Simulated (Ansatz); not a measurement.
## Calculated 17O NMR of the central transition for V₂O₅

Cell: a refined structure from the COD whose atoms were relaxed with PBE, the cell held.

```cif
data_V2O5
_symmetry_space_group_name_H-M 'P2_1/m'
_symmetry_Int_Tables_number 11
_cell_length_a 6.2846
_cell_length_b 3.5718
_cell_length_c 7.1140
_cell_angle_alpha 90.000
_cell_angle_beta 90.069
_cell_angle_gamma 90.000
loop_
_atom_site_label
_atom_site_type_symbol
_atom_site_symmetry_multiplicity
_atom_site_Wyckoff_symbol
_atom_site_fract_x
_atom_site_fract_y
_atom_site_fract_z
V1 V 2 e 0.8047 0.7500 0.0989
V3 V 2 e 0.2564 0.7500 0.2800
O5 O 2 e 0.4402 0.2500 0.8242
O7 O 2 e 0.1464 0.7500 0.9665
O9 O 2 e 0.3209 0.7500 0.4935
O11 O 2 e 0.9616 0.7500 0.3002
O13 O 2 e 0.2600 0.2500 0.1953
```

One atom of each set is listed.

Level of theory: DFT, r2SCAN, plane waves and PAW (field gradients read without the response of the frozen cores, which leaves them typically 4 to 6 % off), scalar-relativistic, 500 eV cutoff, Γ-centred 4×6×3 k-points, Fermi–Dirac smearing 0.02 eV (Ansatz 0.2.0).

17O has I = 5/2 and Q = -25.58 mb (Pyykkö 2018); at 9.4 T its Larmor frequency is ν₀ = 54.3 MHz. Only the quadrupole interaction is simulated: positions count from each site's isotropic chemical shift, and J coupling is left out, as are shift anisotropy and dipolar coupling, which fast spinning averages.

Simulated pattern of one O site (fast magic-angle spinning, Gaussian broadening 0.1 kHz):

(offset (kHz), height): (-3.654, 0), (-3.502, 4), (-3.350, 7), (-3.197, 8), (-3.045, 8), (-2.893, 8), (-2.740, 9), (-2.588, 9), (-2.436, 18), (-2.283, 51), (-2.131, 79), (-1.979, 84), (-1.826, 63), (-1.674, 57), (-1.522, 55), (-1.370, 55), (-1.217, 57), (-1.065, 61), (-0.913, 71), (-0.760, 100), (-0.608, 89), (-0.456, 67), (-0.303, 22), (-0.151, 0)

Question: Which |C_Q| and η does the pattern imply?

Answer: The pattern spans 3.19 kHz before broadening and its centre of gravity is at -1.42 kHz, which fixes P_Q; the places of the horns and steps fix η. That gives P_Q = 3.58 MHz, |C_Q| = 3.56 MHz and η = 0.19, the values that the calculation gives site O7 (4 V at 1.87–2.35 Å). The other sites have |C_Q| = 1.45, 1.83, 1.86, 2.18 MHz. The sign of C_Q can't be read from the pattern.

The largest force is 0.7 eV/Å, so the atoms aren't at the calculated equilibrium and relaxing them would move these values.
